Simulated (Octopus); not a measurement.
Crystal: YN.

```xyz
2
Lattice="0.0000 2.4385 2.4385 2.4385 0.0000 2.4385 2.4385 2.4385 0.0000" Properties=species:S:1:pos:R:3 pbc="T T T"
Y     0.0000    0.0000    0.0000
N     2.4385    2.4385    2.4385
```

Base run:

```yaml
Program: Octopus 16.4
Functional: PBE
Potentials_or_basis: pseudodojo_pbe (PseudoDojo 0.5, PBE)
Grid_spacing: 0.133 Å
k_mesh: 9 × 9 × 9
Occupations: fermi-dirac, width 0.05 eV
Spin: no spin polarisation
```

Its results: band gap on the k mesh 0.24 eV, indirect (least direct gap 0.64 eV).

The run is repeated on the same cell with these changes: functional from PBE to PBEsol; potentials or basis from pseudodojo_pbe (PseudoDojo 0.5, PBE) to pseudodojo_pbesol (PseudoDojo 0.4, PBEsol). What comes out?

Band gap on the k mesh 0.16 eV, indirect (least direct gap 0.57 eV).

Caveats: an odd mesh through Γ misses points on the zone boundary, where band edges often lie.

Not every run made on this cell is shown here.
